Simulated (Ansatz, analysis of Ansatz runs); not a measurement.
## Reproducing a measured local vibrational mode: Be-H pair in corundum

How near does this set-up come to the measured local vibrational mode? Subject: Be-H pair in corundum. Set-up: PBE, 80-site cell, PBE lattice, 420 eV, k: the single point 1/4 1/4 1/4, anharmonic cut along the mode. The model is a cell of 80 host atoms with Be put on another atom's site and H put in between. The frequencies come from force constants among the defect atom and its neighbours, with the masses of the isotopes named.

What was measured. O-H stretch, 1H: 3060 cm⁻¹, by FTIR (quoted in “Vibrational properties of OH groups associated with divalent cations in corundum (α-Al2O3)”, 2023, Jollands et al., quoting earlier work (2022)).

Calculated with Ansatz 0.2.0; plane-wave PAW DFT, PBE; relaxation of all atoms of a defect supercell.

Report form: the programs' logs are mostly left out.

## 1. The structure

The cell holds 81 atoms: 31 Al, 1 Be, 48 O and 1 H. Cell: a = 10.362 Å, b = 10.362 Å, c = 10.362 Å, α = 55.3°, β = 55.3°, γ = 55.3°. It derives from Al2O3 (space group R-3c). Nearest the centre at fractional (0.313, 0.461, 0.579): O15 at 0.44 Å, H81 at 1.44 Å, Be4 at 1.44 Å, Al32 at 2.07 Å, Al13 at 2.13 Å, Al31 at 2.31 Å, O28 at 2.38 Å, O19 at 2.47 Å.

The host's primitive cell comes from a first run (plane-wave PAW DFT, PBE; relaxation of the host's cell and atoms): vectors of 5.181, 5.181 and 5.181 Å. That is 8.76 Å³ an atom, 3.0 % over the diffraction cell's volume. The supercell is built on it.

## 2. Relaxation, charge 0

Every later number rests on the structure around the defect, so the atoms are relaxed at the host's lattice first.

Contents of relax/input.yaml:

```yaml
relax:
  f_tol: 0.01
  max_steps: 80
  random_displacement: { amplitude: 0.02, seed: 219 }
crystal:
  lattice:
    - [4.80871308, 2.77631179, 8.74900355]
    - [-4.80871308, 2.77631179, 8.74900355]
    - [0.0, -5.55262359, 8.74900355]
  atoms:
    - { symbol: Al, position: [0.176072736, 0.176072736, 0.176072736] }
    - { symbol: Al, position: [0.073927264, 0.073927264, 0.073927264] }
    - { symbol: Al, position: [0.323927264, 0.323927264, 0.323927264] }
    - { symbol: Be, position: [0.426072736, 0.426072736, 0.426072736] }
    - { symbol: O, position: [0.278085818, 0.471914182, 0.125] }
    - { symbol: O, position: [0.125, 0.278085818, 0.471914182] }
    - { symbol: O, position: [0.471914182, 0.125, 0.278085818] }
    - { symbol: O, position: [0.221914182, 0.028085818, 0.375] }
[... 69 atom lines left out ...]
    - { symbol: O, position: [0.721914182, 0.528085818, 0.875] }
    - { symbol: O, position: [0.875, 0.721914182, 0.528085818] }
    - { symbol: O, position: [0.528085818, 0.875, 0.721914182] }
    - { symbol: H, position: [0.19946, 0.495996, 0.731205] }
basis:
  ecutwfc: 420
  xc_grid: 2
hamiltonian:
  xc: pbe
kpoints:
  mp_grid: { grid: [1, 1, 1], shift: [0.25, 0.25, 0.25] }
scf:
  occupations: { method: fermi_dirac, width: 0.01 }
  max_iter: 120
output:
  forces: true
checkpoint:
  write: "../relax.run"
  compress: false
  write_wavefunctions: true
  write_every: 100000
```

Launch:

```sh
> ansatz run input.yaml --threads 2 --pin off --max-ram 3768MiB --backend cpu --events-out ev --progress --plain --runs-dir out
```

The job ended after 3.2 min (2 threads of Intel Xeon 6975P-C (Granite Rapids), shared host; peak memory 1.4 GiB; 5.6 min of CPU time).

The steps of the relaxation:

```
step  energy less that of the first step (eV)  largest force component (eV/Å)
   1                                   0.0000                          4.9974
   2                                  -1.6402                          2.4248
   3                                  -2.5419                          1.2848
   4                                  -2.8921                          1.1242
   5                                  -3.0857                          1.4506
   6                                  -3.2746                          0.9974
   7                                  -3.4640                          0.5819
   8                                  -3.6204                          0.4875
   9                                  -3.7427                          0.7499
  10                                  -3.8170                          0.5938
  11                                  -3.8972                          0.4112
  12                                  -3.9492                          1.2606
  13                                  -4.0731                          0.4629
  14                                  -4.1839                          0.3444
  15                                  -4.2546                          0.1837
  16                                  -4.2653                          0.1794
  17                                  -4.2747                          0.1276
  18                                  -4.2854                          0.1511
  19                                  -4.2941                          0.0786
  20                                  -4.2948                          0.0985
  21                                  -4.2952                          0.0061
  22                                  -4.2952                          0.0062
```

The atoms that moved most (Å, from the sites as typed, ahead of the random displacement, the mean shift of all atoms taken out):

```
atom      dx      dy      dz  length
 H81   1.242   0.637  -1.401   1.978
 Be4   0.328   0.485   0.182   0.613
 O15   0.105  -0.092  -0.127   0.189
 Al3  -0.067  -0.035   0.132   0.151
 O28  -0.094  -0.016  -0.076   0.122
 O19  -0.042  -0.096   0.016   0.106
Al31  -0.077  -0.021   0.037   0.088
 O50  -0.012  -0.014   0.085   0.087
```

The atoms nearest to the centre after the run:

```
atom  distance (Å)
 O15         0.436
 H81         1.016
 Be4         1.925
Al32         2.081
Al13         2.198
Al31         2.391
 O19         2.446
 O28         2.470
```

Neighbours of the added atoms: H81: O15 1.04, O19 1.51, Be4 2.06 Å.

This step gave:

- free energy: -44125.4468 eV

The relaxation ends 53 meV an atom lower than the displaced start, with a largest force component of 0.0062 eV/Å.

## 3. Local vibrational modes

A local mode lives on the defect and the atoms next to it, so only the sites listed in the input are displaced, which costs far fewer SCF runs than the whole cell would.

This step: plane-wave PAW DFT, PBE; finite-displacement force constants among the atoms nearest to a defect, the others at rest.

Contents of modes/input.yaml:

```yaml
crystal:
  lattice:
    - [4.80871308, 2.77631179, 8.74900355]
    - [-4.80871308, 2.77631179, 8.74900355]
    - [0.0, -5.55262359, 8.74900355]
  atoms:
    - { symbol: Al, position: [0.175796781, 0.174093815, 0.180261289] }
    - { symbol: Al, position: [0.071234942, 0.075289672, 0.077067938] }
[... 1 atom line left out ...]
    - { symbol: Be, position: [0.496251545, 0.427825616, 0.374709785] }
[... 8 atom lines left out ...]
    - { symbol: Al, position: [0.323691962, 0.322437746, 0.832094904] }
[... 1 atom line left out ...]
    - { symbol: O, position: [0.278705147, 0.45042011, 0.631188438] }
[... 3 atom lines left out ...]
    - { symbol: O, position: [0.365552388, 0.220866265, 0.540211388] }
[... 6 atom lines left out ...]
    - { symbol: O, position: [0.12557185, 0.774782279, 0.475575628] }
    - { symbol: O, position: [0.477420803, 0.622187498, 0.277588252] }
    - { symbol: O, position: [0.208365996, 0.533783437, 0.373937459] }
[... 2 atom lines left out ...]
    - { symbol: Al, position: [0.168298408, 0.684068034, 0.679904193] }
    - { symbol: Al, position: [0.07483167, 0.575311882, 0.568020719] }
[... 6 atom lines left out ...]
    - { symbol: O, position: [0.371591468, 0.718194661, 0.531875656] }
[... 6 atom lines left out ...]
    - { symbol: O, position: [0.626505648, 0.281909235, 0.467755881] }
[... 34 atom lines left out ...]
    - { symbol: H, position: [0.313548348, 0.351502102, 0.60127586] }
basis:
  ecutwfc: 420
  xc_grid: 2
hamiltonian:
  xc: pbe
kpoints:
  mp_grid: { grid: [1, 1, 1], shift: [0.25, 0.25, 0.25] }
scf:
  occupations: { method: fermi_dirac, width: 0.01 }
  max_iter: 120
output: {}
checkpoint:
  read: "../relax.run"
phonons:
  supercell: [1, 1, 1]
  displaced_sites: [3, 14, 18, 31, 80]
```

Elapsed: 5 min, on 2 threads; peak memory 1.4 GiB; 8.4 min of CPU time.

This step gave:

```
free energy : -44125.4468 eV
```

The modes with the largest weight on the probed atoms (the light atom of a pair), for the masses of each isotope. Modes of the displaced atoms (local only where they lie over the host's phonons):

```
isotopes  mode (cm⁻¹)  share of the defect atoms
       H         2346                      0.925
       H         1244                      0.966
       H         1157                      0.948
       D         1722                      0.852
       D        899.8                      0.877
       D        853.6                      0.707
```

## 4. Point 1 along the mode

A light atom samples the curved part of its well, so the energy is mapped along the mode and the one-dimensional Schrödinger equation solved on it.

This step: plane-wave PAW DFT, PBE; single point of a defect supercell.

Contents of cut0/input.yaml:

```yaml
crystal:
  lattice:
    - [4.80871308, 2.77631179, 8.74900355]
    - [-4.80871308, 2.77631179, 8.74900355]
    - [0.0, -5.55262359, 8.74900355]
  atoms:
    - { symbol: Al, position: [0.175796781, 0.174093815, 0.180261289] }
    - { symbol: Al, position: [0.071234942, 0.075289672, 0.077067938] }
[... 1 atom line left out ...]
    - { symbol: Be, position: [0.496088437, 0.428142912, 0.374873347] }
[... 8 atom lines left out ...]
    - { symbol: Al, position: [0.323691962, 0.322437746, 0.832094904] }
[... 1 atom line left out ...]
    - { symbol: O, position: [0.279501988, 0.448160484, 0.63047498] }
[... 3 atom lines left out ...]
    - { symbol: O, position: [0.36541182, 0.221142121, 0.540462181] }
[... 6 atom lines left out ...]
    - { symbol: O, position: [0.12557185, 0.774782279, 0.475575628] }
    - { symbol: O, position: [0.477420803, 0.622187498, 0.277588252] }
    - { symbol: O, position: [0.208365996, 0.533783437, 0.373937459] }
[... 2 atom lines left out ...]
    - { symbol: Al, position: [0.168298408, 0.684068034, 0.679904193] }
    - { symbol: Al, position: [0.075002269, 0.575223946, 0.568083339] }
[... 6 atom lines left out ...]
    - { symbol: O, position: [0.371591468, 0.718194661, 0.531875656] }
[... 6 atom lines left out ...]
    - { symbol: O, position: [0.626505648, 0.281909235, 0.467755881] }
[... 34 atom lines left out ...]
    - { symbol: H, position: [0.301466544, 0.385464936, 0.609517328] }
basis:
  ecutwfc: 420
  xc_grid: 2
hamiltonian:
  xc: pbe
kpoints:
  mp_grid: { grid: [1, 1, 1], shift: [0.25, 0.25, 0.25] }
scf:
  occupations: { method: fermi_dirac, width: 0.01 }
  max_iter: 120
output:
  forces: true
checkpoint:
  read: "../relax.run"
```

It took 13 s on 2 threads; peak memory 1.3 GiB; 22 s of CPU time.

Numbers from this step:

```yaml
free_energy: -44120.5224 eV
```

The series, run alike:

```
                   run    outcome  energy less the first (eV)  moment (μB)   time
point 1 along the mode  converged                      0.0000         0.00   13 s
point 2 along the mode  converged                     -3.0879         0.00   11 s
point 3 along the mode  converged                     -4.2953         0.00   10 s
point 4 along the mode  converged                     -4.8105         0.00  9.9 s
point 5 along the mode  converged                     -4.8665         0.00  9.8 s
point 6 along the mode  converged                     -4.7625         0.00   11 s
point 7 along the mode  converged                     -4.6770         0.00   10 s
point 8 along the mode  converged                     -4.6086         0.00   11 s
point 9 along the mode  converged                     -4.5435         0.00   11 s
```

## 5. Anharmonic fundamental

Analysis of the runs above: one-dimensional Schroedinger equation on a polynomial through PBE energies along the local mode.

It gives:

```
stretch          : 1811 cm⁻¹
stretch harmonic : 2346 cm⁻¹
```

Energy against normal coordinate:

```
normal coordinate (amu½ Å)  energy (eV)
                    -0.360         4.92
                    -0.264         1.84
                    -0.180        0.629
                    -0.090        0.114
                     0.000            0
                     0.090       0.0579
                     0.180        0.162
                     0.264        0.247
                     0.360        0.316
                     0.456        0.381
```

## 6. Summary of results

| Quantity | Value |
| --- | --- |
| distance from the defect atom to its nearest neighbour | 1.044 Å |
| O-H stretch, 1H | 1811 cm⁻¹ |
| time of the whole chain | 10 min on 2 threads |

**Reading.** O-H stretch, 1H: computed 1811 cm⁻¹, measured 3060 cm⁻¹; 1249 cm⁻¹ (41 %) below the measurement. The anharmonic cut moves the O-H stretch, 1H from 2346 to 1811 cm⁻¹; a straight cut leaves out the coupling to the other modes. All levels end far under the measured line with a strong hydrogen bond: the site modelled is probably not the measured one. Only the named neighbours move, so modes near the host's band are approximate.

[Logs are printed without paths, hosts, clocks, repeated set-up lines and the standing remarks that a program may print on its own settings, such as how far it seeks lower states.]

[Hosts, paths, dates, database ids (printed as entryN), source tags and the programs' standing remarks are cut or masked in the printed files.]

[For some hosts the program warned that the k-mesh of the response run may be too coarse for force constants and the static dielectric constant; such warnings are not shown here.]
